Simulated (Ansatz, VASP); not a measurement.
Sc in VASP and in Ansatz

```xyz
1
Lattice="0.0000 2.2629 2.2629 2.2629 0.0000 2.2629 2.2629 2.2629 0.0000" Properties=species:S:1:pos:R:3 pbc="T T T"
Sc    0.0000    0.0000    0.0000
```

Change from the starting cell: volume scaled by 0.99, crystal datasets.

Alike in both runs: task electric field gradients; functional PBEsol; k mesh 12 × 12 × 12; occupations fermi-dirac, width 0.03 eV; no spin polarisation.

|  | VASP | Ansatz |
| --- | --- | --- |
| version | VASP 6.6.1 | Ansatz 0.2.0 |
| potentials or method | VASP PAW PBE potentials, release 64 (Sc_sv), cutoff 520 eV | all-electron PAW with datasets made for the crystal, scalar-relativistic |

|  | VASP | Ansatz | Ansatz less VASP |
| --- | --- | --- | --- |
| pressure (GPa) | 1.0 | 1.0 | 0.00 |
| Vzz of the field gradient on the site that differs most (V/Å²) | 0.0 | 0.0 | 0.00 |

Ansatz ran all-electron here, so the differences hold the error of VASP's frozen core and of both bases.

Caveats: the PAW data sets were made with another functional, which shifts forces and pressure a little (VASP).
